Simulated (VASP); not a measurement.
Write the native input for VASP 6.6.1 that does the following.

* Task: single point
* Functional: PBEsol
* Potentials or basis: VASP PAW PBE potentials, release 64 (Al, N)
* Cutoff: 520 eV
* k mesh: 9 × 9 × 7
* Occupations: gaussian, width 0.01 eV
* Spin: no spin polarisation
* Dipole correction: no
* Further INCAR settings: ALGO = Fast; EDIFF = 1e-06; NBANDS = 16

The structure of AlN lies in POSCAR:

```
AlN
1.0
    1.9193029420     -1.9193029420      0.0000000000
    1.9193029420      1.9193029420      0.0000000000
    0.0000000000      0.0000000000      4.6063270607
Al N
2 2
Direct
    0.0033684095     -0.0033684095      0.0308315093
    0.5032982572      0.4967017428      0.5308315093
    0.0033432429     -0.0033432429      0.4611684907
    0.5033234238      0.4966765762      0.9611684907
```

The cell was built by a generator and needn't be a form met in nature.

These files were run (other wordings do the same):

INCAR

```
SYSTEM = AlN
PREC = Accurate ; ENCUT = 520
EDIFF = 1E-6 ; ISMEAR = 0
SIGMA = 0.01 ; LREAL = .FALSE.
LASPH = .TRUE. ; NELM = 100
ALGO = Fast ; ISIF = 2
LWAVE = .FALSE. ; LCHARG = .FALSE.
GGA = PS ; NBANDS = 16
```

KPOINTS

```
Automatic mesh
0
G
  9 9 7
  0 0 0
```

Potentials or basis: VASP PAW PBE potentials, release 64 (Al, N).

Command:

```bash
$ cat potpaw_PBE.64/Al/POTCAR potpaw_PBE.64/N/POTCAR > POTCAR
$ mpirun -np 1 vasp_std > vasp.out
```

Results of the run:

- Pressure: 10.1 GPa
- Largest force: 0.007 eV/Å
- Band gap on the k mesh: 4.38 eV

Caveat: the PAW data sets were made with another functional, which shifts forces and pressure a little; an odd mesh through Γ misses points on the zone boundary, where band edges often lie.

It took 21 s on 1 thread of Intel(R) Xeon(R) Platinum 8559C (Emerald Rapids), on a shared host, peak memory 0.16 GiB.
